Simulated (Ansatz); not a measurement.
# Converging the field response of a BaZrO3 (001), BaO faces film, part 2 of 3

Which settings does the induced dipole of a BaZrO3 (001), BaO faces film need, and which can be cut?

Ansatz 0.2.0; plane-wave DFT, PBE, Ansatz PAW (the session's first sound run).

So far, equivalent conductor thickness p/(ε₀AE) (Å): step 2 (single point, setting first choice) 9.48; step 5 (run, box 26.4 Å) 9.48; step 6 (run, box 26.4 Å (run 2)) 11.4; step 7 (run, box 26.4 Å (run 3)) 9.65; step 8 (run, box 26.4 Å (run 4)) 9.50.

### Step 9. Run, box 26.4 Å (run 5)

File input.yaml:

```yaml
crystal:
  lattice:
    - [4.19, 0.0, 0.0]
    - [0.0, 4.19, 0.0]
    - [0.0, 0.0, 26.38]
  atoms:
    - { symbol: Ba, position: [0.0, 0.0, 0.3411675512] }
    - { symbol: O, position: [0.5, 0.5, 0.3411675512] }
    - { symbol: Zr, position: [0.5, 0.5, 0.4205837756] }
    - { symbol: O, position: [0.0, 0.5, 0.4205837756] }
    - { symbol: O, position: [0.5, 0.0, 0.4205837756] }
    - { symbol: Ba, position: [0.0, 0.0, 0.5] }
    - { symbol: O, position: [0.5, 0.5, 0.5] }
    - { symbol: Zr, position: [0.5, 0.5, 0.5794162244] }
    - { symbol: O, position: [0.0, 0.5, 0.5794162244] }
    - { symbol: O, position: [0.5, 0.0, 0.5794162244] }
    - { symbol: Ba, position: [0.0, 0.0, 0.6588324488] }
    - { symbol: O, position: [0.5, 0.5, 0.6588324488] }
kpoints:
  mp_grid: { grid: [12, 12, 1] }
hamiltonian:
  xc: pbe
scf:
  occupations: { method: fixed }
  convergence: { dr2_threshold: 1.0e-10 }
efield:
  axis: 3
  dipole_correction: true
  ramp_position: 0.97
  ramp_width: 0.06
  amplitude: 0.1
output:
  write_potential: true
  write_density: true
  volumetric_format: npy
```

Started as:

```
$ ansatz run input.yaml --threads 2 --pin off --max-ram 3072MiB --backend cpu --events-out ev --progress --plain --runs-dir out
```

Numbers of over 12 decimals in the logs are rounded to 6 here.

What it wrote:

```text
[...]
Crystal: 12 atoms, lattice volume = 463.130 Å³
Basis set: ecut = 420 eV, 8917 PW (Γ)
Bands: 60, of which v1, the nominal top of the filled ones, is band 48 counted from 1 (47 counted from 0)
Symmetry: 8 space group operations
k-points: 28 of 144
[...]
k-point 0: bands = [... 44 lower, 1.6213, 1.7729, 1.8341, 1.8341, 4.1544, 4.6747, 5.2354, 5.2665, ... 8 higher]
  k-point 1: bands = [... 44 lower, 1.5903, 1.6913, 1.8071, 1.8448, 4.2093, 4.7280, 5.2941, 5.4249, ... 8 higher]
  k-point 2: bands = [... 44 lower, 1.5133, 1.5755, 1.7394, 1.9112, 4.3713, 4.8852, 5.4678, 5.8467, ... 8 higher]
  k-point 27: bands = [... 44 lower, 1.8228, 1.8583, 2.0082, 2.0082, 6.4630, 6.4630, 6.7057, 6.7057, ... 8 higher]
[key lines of the parts left out:]
SCF converged after 15 iterations
Free energy (F): -30207.894153 eV
Fermi energy:    2.008174 eV
Dipole field:    D = 0.035938 V/Å  (p = 0.091980 e·Å, saw-weighted, corrected)
```

Wall time 35 s (2 threads of Intel Xeon 6975P-C (Granite Rapids), shared host); peak memory 1.2 GiB; 69 s of CPU time.

The dipole corresponds to a conductor 9.480 Å thick, +0.00 % from the first choice, at 3.0 times its CPU time.

### Step 10. Run, box 18.4 Å

The cell differs from the one that the last finished run ended in (c 26.380 → 18.380 Å).

input.yaml, the sections that differ from step 9:

```yaml
crystal:
  lattice:
    - [4.19, 0.0, 0.0]
    - [0.0, 4.19, 0.0]
    - [0.0, 0.0, 18.38]
  atoms:
    - { symbol: Ba, position: [0.0, 0.0, 0.2720348205] }
    - { symbol: O, position: [0.5, 0.5, 0.2720348205] }
    - { symbol: Zr, position: [0.5, 0.5, 0.3860174102] }
    - { symbol: O, position: [0.0, 0.5, 0.3860174102] }
    - { symbol: O, position: [0.5, 0.0, 0.3860174102] }
    - { symbol: Ba, position: [0.0, 0.0, 0.5] }
    - { symbol: O, position: [0.5, 0.5, 0.5] }
    - { symbol: Zr, position: [0.5, 0.5, 0.6139825898] }
    - { symbol: O, position: [0.0, 0.5, 0.6139825898] }
    - { symbol: O, position: [0.5, 0.0, 0.6139825898] }
    - { symbol: Ba, position: [0.0, 0.0, 0.7279651795] }
    - { symbol: O, position: [0.5, 0.5, 0.7279651795] }
kpoints:
  mp_grid: { grid: [6, 6, 1] }
# hamiltonian, scf, efield, output: as in step 9
```

What it wrote:

```text
[...]
Crystal: 12 atoms, lattice volume = 322.681 Å³
Basis set: ecut = 420 eV, 6265 PW (Γ)
Bands: 60, of which v1, the nominal top of the filled ones, is band 48 counted from 1 (47 counted from 0)
Symmetry: 8 space group operations
k-points: 10 of 36
[...]
k-point 0: bands = [... 44 lower, 3.9283, 4.0813, 4.1413, 4.1413, 6.4515, 7.1396, 7.5733, 7.7752, ... 8 higher]
  k-point 1: bands = [... 44 lower, 3.8203, 3.8827, 4.0466, 4.2191, 6.6735, 7.3321, 8.1535, 8.2111, ... 8 higher]
  k-point 2: bands = [... 44 lower, 3.8181, 3.8995, 4.1088, 4.2011, 7.2919, 7.8807, 8.4270, 8.8210, ... 8 higher]
  k-point 9: bands = [... 44 lower, 4.1296, 4.1657, 4.3155, 4.3155, 8.7735, 8.7735, 9.0059, 9.0059, ... 8 higher]
[key lines of the parts left out:]
SCF converged after 15 iterations
Free energy (F): -30207.893299 eV
Fermi energy:    4.315482 eV
Dipole field:    D = 0.051277 V/Å  (p = 0.091439 e·Å, saw-weighted, corrected)
```

The job ended after 9 s (2 threads; peak memory 0.7 GiB).

The dipole corresponds to a conductor 9.425 Å thick, -0.59 % from the first choice, at 0.75 times its CPU time.

### Step 11. Run, box 22.4 Å

The cell differs from the one that the last finished run ended in (c 18.380 → 22.380 Å).

input.yaml, the sections that differ from step 10:

```yaml
crystal:
  lattice:
    - [4.19, 0.0, 0.0]
    - [0.0, 4.19, 0.0]
    - [0.0, 0.0, 22.38]
  atoms:
    - { symbol: Ba, position: [0.0, 0.0, 0.3127792672] }
    - { symbol: O, position: [0.5, 0.5, 0.3127792672] }
    - { symbol: Zr, position: [0.5, 0.5, 0.4063896336] }
    - { symbol: O, position: [0.0, 0.5, 0.4063896336] }
    - { symbol: O, position: [0.5, 0.0, 0.4063896336] }
    - { symbol: Ba, position: [0.0, 0.0, 0.5] }
    - { symbol: O, position: [0.5, 0.5, 0.5] }
    - { symbol: Zr, position: [0.5, 0.5, 0.5936103664] }
    - { symbol: O, position: [0.0, 0.5, 0.5936103664] }
    - { symbol: O, position: [0.5, 0.0, 0.5936103664] }
    - { symbol: Ba, position: [0.0, 0.0, 0.6872207328] }
    - { symbol: O, position: [0.5, 0.5, 0.6872207328] }
# kpoints, hamiltonian, scf, efield, output: as in step 10
```

What it wrote:

```text
[...]
Crystal: 12 atoms, lattice volume = 392.906 Å³
Basis set: ecut = 420 eV, 7607 PW (Γ)
Bands: 60, of which v1, the nominal top of the filled ones, is band 48 counted from 1 (47 counted from 0)
Symmetry: 8 space group operations
k-points: 10 of 36
[...]
k-point 0: bands = [... 44 lower, 2.5679, 2.7188, 2.7807, 2.7807, 5.1125, 5.6219, 6.2129, 6.4146, ... 8 higher]
  k-point 1: bands = [... 44 lower, 2.4599, 2.5220, 2.6860, 2.8576, 5.3296, 5.8296, 6.7931, 6.8448, ... 8 higher]
  k-point 2: bands = [... 44 lower, 2.4575, 2.5389, 2.7482, 2.8401, 5.9443, 6.4157, 7.0665, 7.4449, ... 8 higher]
  k-point 9: bands = [... 44 lower, 2.7694, 2.8050, 2.9549, 2.9549, 7.4091, 7.4091, 7.6515, 7.6515, ... 8 higher]
[key lines of the parts left out:]
SCF converged after 15 iterations
Free energy (F): -30207.893567 eV
Fermi energy:    2.954874 eV
Dipole field:    D = 0.042355 V/Å  (p = 0.091968 e·Å, saw-weighted, corrected)
```

The job ended after 9.7 s (2 threads; peak memory 0.76 GiB).

The dipole corresponds to a conductor 9.479 Å thick, -0.01 % from the first choice, at 0.81 times its CPU time.

### Step 12. Run, box 34.4 Å

The cell differs from the one that the last finished run ended in (c 22.380 → 34.380 Å).

input.yaml, the sections that differ from step 11:

```yaml
crystal:
  lattice:
    - [4.19, 0.0, 0.0]
    - [0.0, 4.19, 0.0]
    - [0.0, 0.0, 34.38]
  atoms:
    - { symbol: Ba, position: [0.0, 0.0, 0.3781268179] }
    - { symbol: O, position: [0.5, 0.5, 0.3781268179] }
    - { symbol: Zr, position: [0.5, 0.5, 0.439063409] }
    - { symbol: O, position: [0.0, 0.5, 0.439063409] }
    - { symbol: O, position: [0.5, 0.0, 0.439063409] }
    - { symbol: Ba, position: [0.0, 0.0, 0.5] }
    - { symbol: O, position: [0.5, 0.5, 0.5] }
    - { symbol: Zr, position: [0.5, 0.5, 0.560936591] }
    - { symbol: O, position: [0.0, 0.5, 0.560936591] }
    - { symbol: O, position: [0.5, 0.0, 0.560936591] }
    - { symbol: Ba, position: [0.0, 0.0, 0.6218731821] }
    - { symbol: O, position: [0.5, 0.5, 0.6218731821] }
# kpoints, hamiltonian, scf, efield, output: as in step 11
```

What it wrote:

```text
[...]
Crystal: 12 atoms, lattice volume = 603.579 Å³
Basis set: ecut = 420 eV, 11679 PW (Γ)
Bands: 60, of which v1, the nominal top of the filled ones, is band 48 counted from 1 (47 counted from 0)
Symmetry: 8 space group operations
k-points: 10 of 36
[...]
k-point 0: bands = [... 44 lower, 0.3892, 0.5404, 0.6019, 0.6019, 2.9170, 3.4437, 3.6201, 4.0342, ... 8 higher]
  k-point 1: bands = [... 44 lower, 0.2811, 0.3433, 0.5072, 0.6790, 3.1344, 3.6556, 3.8532, 4.6143, ... 8 higher]
  k-point 2: bands = [... 44 lower, 0.2788, 0.3602, 0.5695, 0.6614, 3.7546, 4.2438, 4.5461, 4.8877, ... 8 higher]
  k-point 9: bands = [... 44 lower, 0.5907, 0.6262, 0.7761, 0.7761, 5.2313, 5.2313, 5.4739, 5.4739, ... 8 higher]
[key lines of the parts left out:]
SCF converged after 16 iterations
Free energy (F): -30207.893979 eV
Fermi energy:    0.776110 eV
Dipole field:    D = 0.027570 V/Å  (p = 0.091963 e·Å, saw-weighted, corrected)
```

Wall time 16 s (2 threads); peak memory 1 GiB.

The dipole corresponds to a conductor 9.479 Å thick, -0.02 % from the first choice, at 1.3 times its CPU time.

### Step 13. Run, box 26.4 Å (run 6)

input.yaml, the sections that differ from step 12:

```yaml
crystal:
  lattice:
    - [4.19, 0.0, 0.0]
    - [0.0, 4.19, 0.0]
    - [0.0, 0.0, 26.38]
  atoms:
    - { symbol: Ba, position: [0.0, 0.0, 0.3411675512] }
    - { symbol: O, position: [0.5, 0.5, 0.3411675512] }
    - { symbol: Zr, position: [0.5, 0.5, 0.4205837756] }
    - { symbol: O, position: [0.0, 0.5, 0.4205837756] }
    - { symbol: O, position: [0.5, 0.0, 0.4205837756] }
    - { symbol: Ba, position: [0.0, 0.0, 0.5] }
    - { symbol: O, position: [0.5, 0.5, 0.5] }
    - { symbol: Zr, position: [0.5, 0.5, 0.5794162244] }
    - { symbol: O, position: [0.0, 0.5, 0.5794162244] }
    - { symbol: O, position: [0.5, 0.0, 0.5794162244] }
    - { symbol: Ba, position: [0.0, 0.0, 0.6588324488] }
    - { symbol: O, position: [0.5, 0.5, 0.6588324488] }
efield:
  axis: 3
  dipole_correction: true
  ramp_position: 0.97
  ramp_width: 0.06
  amplitude: 0.005
# kpoints, hamiltonian, scf, output: as in step 12
```

What it wrote:

```text
[...]
Crystal: 12 atoms, lattice volume = 463.130 Å³
Basis set: ecut = 420 eV, 8917 PW (Γ)
Bands: 60, of which v1, the nominal top of the filled ones, is band 48 counted from 1 (47 counted from 0)
Symmetry: 8 space group operations
k-points: 10 of 36
[...]
k-point 0: bands = [... 44 lower, 1.6364, 1.7680, 1.8209, 1.8209, 4.3863, 4.4667, 5.2768, 5.4579, ... 8 higher]
  k-point 1: bands = [... 44 lower, 1.5267, 1.5658, 1.7280, 1.9033, 4.6105, 4.6692, 5.6941, 5.8598, ... 8 higher]
  k-point 2: bands = [... 44 lower, 1.5129, 1.5834, 1.8113, 1.8773, 5.2221, 5.2608, 6.1231, 6.3783, ... 8 higher]
  k-point 9: bands = [... 44 lower, 1.8500, 1.8500, 1.9819, 1.9819, 6.5443, 6.5443, 6.6291, 6.6291, ... 8 higher]
[key lines of the parts left out:]
SCF converged after 15 iterations
Free energy (F): -30207.889038 eV
Fermi energy:    1.981870 eV
Dipole field:    D = 0.001796 V/Å  (p = 0.004597 e·Å, saw-weighted, corrected)
```

The job ended after 11 s (2 threads; peak memory 0.86 GiB).

The dipole corresponds to a conductor 9.476 Å thick, -0.05 % from the first choice, at 0.96 times its CPU time.

### Step 14. Single point, box 26.4 Å (run 3)

input.yaml, as its differences from that of step 13:

```diff
@@ -30,3 +30,3 @@
   ramp_width: 0.06
-  amplitude: 0.005
+  amplitude: 0.03
 output:
```

What it wrote:

```text
[...]
Crystal: 12 atoms, lattice volume = 463.130 Å³
Basis set: ecut = 420 eV, 8917 PW (Γ)
Bands: 60, of which v1, the nominal top of the filled ones, is band 48 counted from 1 (47 counted from 0)
Symmetry: 8 space group operations
k-points: 10 of 36
[...]
k-point 0: bands = [... 44 lower, 1.6350, 1.7684, 1.8221, 1.8221, 4.3397, 4.5112, 5.2759, 5.4334, ... 8 higher]
  k-point 1: bands = [... 44 lower, 1.5254, 1.5667, 1.7290, 1.9040, 4.5581, 4.7196, 5.6690, 5.8585, ... 8 higher]
  k-point 2: bands = [... 44 lower, 1.5127, 1.5842, 1.8102, 1.8790, 5.1668, 5.3143, 6.1228, 6.3511, ... 8 higher]
  k-point 9: bands = [... 44 lower, 1.8471, 1.8471, 1.9846, 1.9846, 6.5323, 6.5323, 6.6406, 6.6406, ... 8 higher]
[key lines of the parts left out:]
SCF converged after 15 iterations
Free energy (F): -30207.889440 eV
Fermi energy:    1.984607 eV
Dipole field:    D = 0.010777 V/Å  (p = 0.027583 e·Å, saw-weighted, corrected)
```

Elapsed: 12 s, on 2 threads; peak memory 0.86 GiB; 23 s of CPU time.

The dipole corresponds to a conductor 9.476 Å thick, -0.04 % from the first choice, at 1.0 times its CPU time.

### Step 15. Run, box 26.4 Å (run 7)

input.yaml, as its differences from that of step 14:

```diff
@@ -30,3 +30,3 @@
   ramp_width: 0.06
-  amplitude: 0.03
+  amplitude: 0.3
 output:
```

What it wrote:

```text
[...]
Crystal: 12 atoms, lattice volume = 463.130 Å³
Basis set: ecut = 420 eV, 8917 PW (Γ)
Bands: 60, of which v1, the nominal top of the filled ones, is band 48 counted from 1 (47 counted from 0)
Symmetry: 8 space group operations
k-points: 10 of 36
[...]
k-point 0: bands = [... 44 lower, 1.5373, 1.8075, 1.9043, 1.9043, 3.4994, 4.4120, 5.1127, 5.2006, ... 8 higher]
  k-point 1: bands = [... 44 lower, 1.4348, 1.6320, 1.8024, 1.9637, 3.7226, 4.6356, 5.3237, 5.7744, ... 8 higher]
  k-point 2: bands = [... 44 lower, 1.4865, 1.6448, 1.7871, 1.9647, 4.3801, 5.2820, 5.8918, 6.0945, ... 8 higher]
  k-point 9: bands = [... 44 lower, 1.7377, 1.9270, 2.1154, 2.1154, 6.2214, 6.2214, 6.7609, 6.9090, ... 8 higher]
[key lines of the parts left out:]
SCF converged after 16 iterations
Free energy (F): -30207.930483 eV
Fermi energy:    2.115429 eV
Dipole field:    D = 0.108224 V/Å  (p = 0.276989 e·Å, saw-weighted, corrected)
```

Wall time 12 s (2 threads); peak memory 0.88 GiB.

The dipole corresponds to a conductor 9.516 Å thick, +0.38 % from the first choice, at 1.0 times its CPU time.

### Step 16. Run, box 26.4 Å (run 8)

input.yaml, as its differences from that of step 15:

```diff
@@ -24,3 +24,3 @@
   occupations: { method: fixed }
-  convergence: { dr2_threshold: 1.0e-10 }
+  convergence: { dr2_threshold: 0.0001 }
 efield:
@@ -30,3 +30,3 @@
   ramp_width: 0.06
-  amplitude: 0.3
+  amplitude: 0.1
 output:
```

What it wrote:

```text
[...]
Crystal: 12 atoms, lattice volume = 463.130 Å³
Basis set: ecut = 420 eV, 8917 PW (Γ)
Bands: 60, of which v1, the nominal top of the filled ones, is band 48 counted from 1 (47 counted from 0)
Symmetry: 8 space group operations
k-points: 10 of 36
[...]
k-point 0: bands = [... 44 lower, 1.6272, 1.7782, 1.8413, 1.8413, 4.1553, 4.6801, 5.2331, 5.2712, ... 8 higher]
  k-point 1: bands = [... 44 lower, 1.5193, 1.5815, 1.7466, 1.9172, 4.3721, 4.8906, 5.4655, 5.8514, ... 8 higher]
  k-point 2: bands = [... 44 lower, 1.5163, 1.5997, 1.8073, 1.9002, 4.9895, 5.4783, 6.1249, 6.1374, ... 8 higher]
  k-point 9: bands = [... 44 lower, 1.8264, 1.8665, 2.0152, 2.0152, 6.4614, 6.4614, 6.7079, 6.7079, ... 8 higher]
[key lines of the parts left out:]
SCF converged after 8 iterations
Free energy (F): -30207.893584 eV
Fermi energy:    2.015165 eV
Dipole field:    D = 0.036795 V/Å  (p = 0.094175 e·Å, saw-weighted, corrected)
```

It took 11 s on 2 threads; peak memory 0.86 GiB; 21 s of CPU time.

The dipole corresponds to a conductor 9.707 Å thick, +2.39 % from the first choice, at 0.90 times its CPU time.

### Step 17. Run, box 26.4 Å (run 9)

input.yaml, as its differences from that of step 16:

```diff
@@ -24,3 +24,3 @@
   occupations: { method: fixed }
-  convergence: { dr2_threshold: 0.0001 }
+  convergence: { dr2_threshold: 1.0e-06 }
 efield:
```

What it wrote:

```text
[...]
Crystal: 12 atoms, lattice volume = 463.130 Å³
Basis set: ecut = 420 eV, 8917 PW (Γ)
Bands: 60, of which v1, the nominal top of the filled ones, is band 48 counted from 1 (47 counted from 0)
Symmetry: 8 space group operations
k-points: 10 of 36
[...]
k-point 0: bands = [... 44 lower, 1.6216, 1.7729, 1.8343, 1.8343, 4.1547, 4.6748, 5.2362, 5.2665, ... 8 higher]
  k-point 1: bands = [... 44 lower, 1.5136, 1.5756, 1.7395, 1.9113, 4.3716, 4.8854, 5.4687, 5.8466, ... 8 higher]
  k-point 2: bands = [... 44 lower, 1.5112, 1.5925, 1.8019, 1.8937, 4.9893, 5.4734, 6.1200, 6.1403, ... 8 higher]
  k-point 9: bands = [... 44 lower, 1.8231, 1.8585, 2.0082, 2.0082, 6.4631, 6.4631, 6.7057, 6.7057, ... 8 higher]
[key lines of the parts left out:]
SCF converged after 11 iterations
Free energy (F): -30207.893624 eV
Fermi energy:    2.008222 eV
Dipole field:    D = 0.035903 V/Å  (p = 0.091890 e·Å, saw-weighted, corrected)
```

Run time: 11 s. Hardware: 2 threads; peak memory 0.85 GiB.

The dipole corresponds to a conductor 9.471 Å thick, -0.10 % from the first choice, at 0.92 times its CPU time.

### Step 18. Single point, box 26.4 Å (run 4)

input.yaml, as its differences from that of step 17:

```diff
@@ -24,3 +24,3 @@
   occupations: { method: fixed }
-  convergence: { dr2_threshold: 1.0e-06 }
+  convergence: { dr2_threshold: 1.0e-08 }
 efield:
```

What it wrote:

```text
[...]
Crystal: 12 atoms, lattice volume = 463.130 Å³
Basis set: ecut = 420 eV, 8917 PW (Γ)
Bands: 60, of which v1, the nominal top of the filled ones, is band 48 counted from 1 (47 counted from 0)
Symmetry: 8 space group operations
k-points: 10 of 36
[...]
k-point 0: bands = [... 44 lower, 1.6214, 1.7728, 1.8342, 1.8342, 4.1544, 4.6747, 5.2353, 5.2664, ... 8 higher]
  k-point 1: bands = [... 44 lower, 1.5134, 1.5755, 1.7394, 1.9112, 4.3713, 4.8852, 5.4678, 5.8466, ... 8 higher]
  k-point 2: bands = [... 44 lower, 1.5110, 1.5924, 1.8018, 1.8937, 4.9890, 5.4732, 6.1199, 6.1395, ... 8 higher]
  k-point 9: bands = [... 44 lower, 1.8228, 1.8584, 2.0082, 2.0082, 6.4630, 6.4630, 6.7057, 6.7057, ... 8 higher]
[key lines of the parts left out:]
SCF converged after 13 iterations
Free energy (F): -30207.893624 eV
Fermi energy:    2.008192 eV
Dipole field:    D = 0.035940 V/Å  (p = 0.091985 e·Å, saw-weighted, corrected)
```

It took 12 s on 2 threads; peak memory 0.86 GiB; 22 s of CPU time.

The dipole corresponds to a conductor 9.481 Å thick, +0.01 % from the first choice, at 0.97 times its CPU time.

### Step 19. Run, box 26.4 Å (run 10)

This step: plane-wave DFT, LDA, Ansatz PAW (Ansatz 0.2.0).

input.yaml, as its differences from that of step 18:

```diff
@@ -21,6 +21,6 @@
 hamiltonian:
-  xc: pbe
+  xc: lda
 scf:
   occupations: { method: fixed }
-  convergence: { dr2_threshold: 1.0e-08 }
+  convergence: { dr2_threshold: 1.0e-10 }
 efield:
```

What it wrote:

```text
[...]
Crystal: 12 atoms, lattice volume = 463.130 Å³
Basis set: ecut = 420 eV, 8917 PW (Γ)
Bands: 60, of which v1, the nominal top of the filled ones, is band 48 counted from 1 (47 counted from 0)
Symmetry: 8 space group operations
k-points: 10 of 36
[...]
k-point 0: bands = [... 44 lower, 1.2502, 1.4046, 1.4657, 1.4657, 4.0383, 4.5234, 4.7913, 4.9947, ... 8 higher]
  k-point 1: bands = [... 44 lower, 1.1404, 1.1918, 1.3704, 1.5458, 4.2547, 4.7344, 5.3869, 5.4231, ... 8 higher]
  k-point 2: bands = [... 44 lower, 1.1259, 1.2235, 1.4314, 1.5271, 4.8533, 5.3067, 5.6675, 6.0895, ... 8 higher]
  k-point 9: bands = [... 44 lower, 1.4450, 1.4939, 1.6329, 1.6329, 6.0868, 6.0868, 6.3288, 6.3288, ... 8 higher]
[key lines of the parts left out:]
SCF converged after 15 iterations
Free energy (F): -29400.665571 eV
Fermi energy:    1.632853 eV
Dipole field:    D = 0.035741 V/Å  (p = 0.091475 e·Å, saw-weighted, corrected)
```

It took 11 s on 2 threads; peak memory 0.85 GiB; 22 s of CPU time.

The dipole corresponds to a conductor 9.428 Å thick, -0.55 % from the first choice, at 0.96 times its CPU time.

[end of part 2 of 3]

[Logs are printed without paths, hosts, clocks, repeated set-up lines and the standing remarks that a program may print on its own settings, such as how far it seeks lower states.]

[Hosts, paths, dates, database ids (printed as entryN), source tags and the programs' standing remarks are cut or masked in the printed files.]

[Maps of the electrostatic potential energy from Ansatz leave out the sawtooth potential of an applied field or a dipole correction, so their vacuum need not be flat; planar profiles and work functions include it.]
